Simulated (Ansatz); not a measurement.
Runs of Ansatz 0.2.0 on C. The structure is hexagonal, space group P6_3/mmc (No. 194). Conventional cell: a = 2.522 Å, b = 2.522 Å, c = 8.237 Å, α = 90.00°, β = 90.00°, γ = 120.00°. C (site symmetry 3m) is surrounded by 4 C at 1.54 Å. C (site symmetry 3m) has 4 C at 1.54 Å as nearest neighbours. This is a hexagonal form of diamond, not graphite.

| level | cutoff (eV) | gap on the mesh (eV) | pressure (GPa) | largest force (eV/Å) |
| --- | --- | --- | --- | --- |
| RPBE | 420 | 4.42 | 8.4 | 0.33 |
| BLYP | 420 | 4.75 | 11.5 | 0.34 |
| r2SCAN | 500 | 4.64 | (b) | (a) |
| PBE | 420 | 4.42 | (c) | 0.33 |
| revPBE | 420 | 4.42 | 6.9 | 0.33 |
| LDA | 420 | 4.38 | -12.6 | 0.33 |
| PBEsol | 420 | 4.28 | -4.3 | 0.33 |

Alike in all rows: task band structure; potentials or basis Ansatz PAW; no spin polarisation; cell as given; k mesh 12 × 12 × 4; smearing fermi-dirac 0.05 eV.

Q: Estimate the missing entries.

A: (a) 0.36; (b) -1.9; (c) 2.3.

Caveats: the PAW data sets come from PBE, with cores solved anew for the run's functional, which leaves a small shift of forces and pressure (some runs).

